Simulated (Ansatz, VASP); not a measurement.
## Two plane-wave programs on Au

```
CELL_PARAMETERS angstrom
0.00000 2.07826 2.07826
2.07826 0.00000 2.07826
2.07826 2.07826 0.00000
ATOMIC_POSITIONS crystal
Au 0.00000 0.00000 0.00000
```

Alike in both runs: task single point; functional PBE; k mesh 13 × 13 × 13; occupations fermi-dirac, width 0.1 eV; no spin polarisation.

```csv
,VASP,Ansatz
version,VASP 6.6.1,Ansatz 0.2.0
potentials or method,"VASP PAW PBE potentials, release 64 (Au)","plane waves (500 eV) with PAW, scalar-relativistic"
plane-wave cutoff (eV),520,500
valence electrons in the cell,11,19
```

```tsv
	VASP	Ansatz	Ansatz less VASP
pressure (GPa)	-0.2	0.0	+0.23
```

The two sets of potentials don't hold the same shells in valence.

Spin-orbit coupling is left out, which matters for the levels of Au.
